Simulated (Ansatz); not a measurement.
## KCl (Fm-3m): gap against strain (epitaxial in the xy plane)

A 2-atom cell of KCl started from a crystallographic database, relaxed with r2SCAN in the plane-wave code Ansatz, then strained (epitaxial in the xy plane; changes of length per length, axes as in the cell below) with the atoms relaxed again within the symmetry that is left. Space group Fm-3m (No. 225), cubic; a = 6.290 Å in the conventional setting, 31.10 Å³ an atom. K is surrounded by 6 Cl at 3.14 Å; Cl is surrounded by 6 K at 3.14 Å. The values are computed, spin-unpolarised, and not measurements.

```
K Cl
1.0
     0.00000    3.14485    3.14485
     3.14485    0.00000    3.14485
     3.14485    3.14485    0.00000
K Cl
1 1
Direct
  0.00000 0.00000 0.00000
  0.50000 0.50000 0.50000
```

Gaps are the least over each mesh (PBE 8×8×8, r2SCAN 8×8×8, HSE06 6×6×6 when unstrained) and the special points, which keep their unstrained names; stress is the change from the unstrained cell, compression positive.

```
strain (%)  free normal strain (%)  gap, PBE (eV)  gap, r2SCAN (eV)  gap, HSE06 (eV)  edges, HSE06  in-plane stress, r2SCAN (GPa)  energy rise, r2SCAN (meV/atom)
     -2.78                   +0.77          5.351             5.990            6.674             Γ                          +1.73                             8.9
     -1.72                   +0.50          5.291             5.929            6.609             Γ                          +0.99                             3.3
       0.0                    0.00          5.194             5.831            6.505             Γ                           0.00                             0.0
     +2.95                   -0.69          5.007             5.637            6.307             Γ                          -1.20                             7.2
```

Between zero and the nearest strains the slope of the HSE06 gap against strain is -0.061 eV per percent for negative and -0.067 for positive strain.

The meshes of the hybrids are coarse, so their gaps aren't converged to the digits shown.
